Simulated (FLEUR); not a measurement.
Runs of FLEUR MaX-R8.1 (later development tree) on Sb. The structure is trigonal, space group R-3m (No. 166). Conventional cell: a = 4.308 Å, b = 4.308 Å, c = 11.274 Å, α = 90.00°, β = 90.00°, γ = 120.00°. Sb (site symmetry 3m) is surrounded by 3 Sb at 2.91 Å. 

| task | level | spin | k mesh | muffin-tin radii | lnonsphr | max iterations | mixing factor | mixer | gap on the mesh (eV) | V0 of scaled cells (Å³/atom) | B0 (GPa) | largest force (eV/Å) |
| --- | --- | --- | --- | --- | --- | --- | --- | --- | --- | --- | --- | --- |
| equation of state | PBEsol | off | 8 × 8 × 8 | Sb 2.47 bohr | Sb 10 | - | - | - | - | 30.22 | (c) | - |
| equation of state | r2SCAN | off | 8 × 8 × 8 | Sb 2.47 bohr | Sb 10 | - | - | - | - | 31.10 | (b) | - |
| equation of state | LDA | off | 8 × 8 × 8 | Sb 2.47 bohr | - | - | - | - | - | 29.57 | 60 | - |
| single point | PBEsol | off | 8 × 8 × 8 | Sb 2.47 bohr | Sb 10 | 60 | 0.05 | Anderson | none | - | - | 0.11 |
| equation of state | PBE | off | 8 × 8 × 8 | Sb 2.47 bohr | - | - | - | - | - | (a) | 50 | - |
| single point | PBE | off | 8 × 8 × 8 | Sb 2.47 bohr | - | 60 | 0.05 | Anderson | none | - | - | 0.16 |

Alike in all rows: potentials or basis all-electron, FLAPW; cell as given; smearing fermi-dirac 0.05 eV; kmax 4.1 1/bohr.

Task: Fill in the values left out.

Result: (a) 31.70; (b) 54; (c) 57.

Caveats: the cell was scaled at fixed shape and fractional positions, which overstates the stiffness of a crystal with free parameters, most of all of layers and chains (some runs); the meta-GGA is that of a development version, with a GGA for the radial functions and cores and without core tails (some runs).

A k mesh can miss the band edges, and the runs leave out spin-orbit coupling on Sb.

A gap of «none» marks a metal or a gap under the smearing width.

Not every run made on this cell is shown here.
